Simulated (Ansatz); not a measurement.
# HfS2: the cost of one run

Computed with Ansatz 0.2.0 (DFT PBE+D3(BJ), scalar-relativistic, plane waves, PAW, unless a step's input says otherwise).

1 further run of the same task is left out (set aside as unsound or not needed).

**1. The structure to begin with**

The structure is trigonal, space group P-3m1 (No. 164). Conventional cell: a = 3.640 Å, b = 3.640 Å, c = 6.056 Å, α = 90.00°, β = 90.00°, γ = 120.00°. Hf (site symmetry -3m) has 6 S at 2.54 Å as nearest neighbours. Around S (site symmetry 3m) lie 3 Hf at 2.54 Å.

Structure file:

```xyz
3
Lattice="3.6397 0.0000 0.0000 -1.8198 3.1520 0.0000 0.0000 0.0000 6.0556" Properties=species:S:1:pos:R:3 pbc="T T T"
Hf    0.0000    0.0000    0.0000
S     1.8198    1.0507    4.6262
S     0.0000    2.1014    1.4294
```

Source of the structure: the Materials Project (structure only).

(A quick probe on a coarse mesh, which set the mesh and smearing, is not shown.)

**3. Full relaxation**

Input file input.yaml:

```yaml
crystal:
  lattice:
    - [3.63966418, 0.0, 0.0]
    - [-1.81983209, 3.1520416411, 0.0]
    - [0.0, 0.0, 6.05556247]
  atoms:
    - { symbol: Hf, position: [0.0, 0.0, 0.0] }
    - { symbol: S, position: [0.66666667, 0.33333333, 0.76395205] }
    - { symbol: S, position: [0.33333333, 0.66666667, 0.23604795] }
basis:
  ecutwfc: 420
kpoints:
  mp_grid: { grid: [6, 6, 2] }
hamiltonian:
  xc: pbe
  dispersion: d3bj
scf:
  occupations: { method: gaussian, width: 0.02 }
output:
  forces: true
  stress: true
  eigenvalues: true
relax:
  adjacent_minimum: "off"
  f_tol: 0.005
  max_steps: 80
  cell: { stress_tol: 0.05 }
```

On the command line:

```bash
$ ansatz run input.yaml --threads 1 --pin off --max-ram 2560MiB --backend cpu --events-out ev --progress --plain --runs-dir out
```

Q: Estimate wall time and peak memory on 1 thread of Intel Xeon at 2.70GHz, shared host.

About 17 s, with a peak of 0.37 GiB.
